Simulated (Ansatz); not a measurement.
# SiNi under strain

These are results of DFT PBEsol, scalar-relativistic, plane waves, PAW (Ansatz 0.2.0), not measurements. Settings: 420 eV cutoff, 18×16×12 k-mesh, Gaussian smearing of 0.10 eV, no spin polarisation.

Reference structure (relaxed):

```xyz
4
Lattice="2.9948 0.0000 0.0000 0.0000 3.2346 0.0000 0.0000 0.0000 4.6725" Properties=species:S:1:pos:R:3 pbc="T T T"
Si    1.4974    1.6173    3.9371
Si    0.0000    0.0000    0.7354
Ni    1.4974    1.6173    1.6040
Ni    0.0000    0.0000    3.0684
```

Deformation: c alone is stretched, the rest of the cell is held and the atoms relax, all within the symmetry that the strain leaves. Energies are extrapolated to zero smearing. On this cell's mesh the reference holds a stress of up to 0.33 GPa.

```tsv
strain (%)	ΔE (meV/atom)	a (Å)	b (Å)	c (Å)
-4.5	35.8	2.995	3.235	4.462
-3.0	14.8	2.995	3.235	4.532
-1.5	3.3	2.995	3.235	4.602
+0.0	0.0	2.995	3.235	4.672
+1.5	3.4	2.995	3.235	4.743
+3.0	12.4	2.995	3.235	4.813
+4.5	25.8	2.995	3.235	4.883
```

(1) What stiffness (1/V) d²E/dε² at zero strain does a cubic fit over all points give?

Answers

(1) A cubic fit gives (1/V) d²E/dε² = 432 GPa at zero strain (the elastic constant along c at held a and b).

This form isn't the usual stable structure of the compound.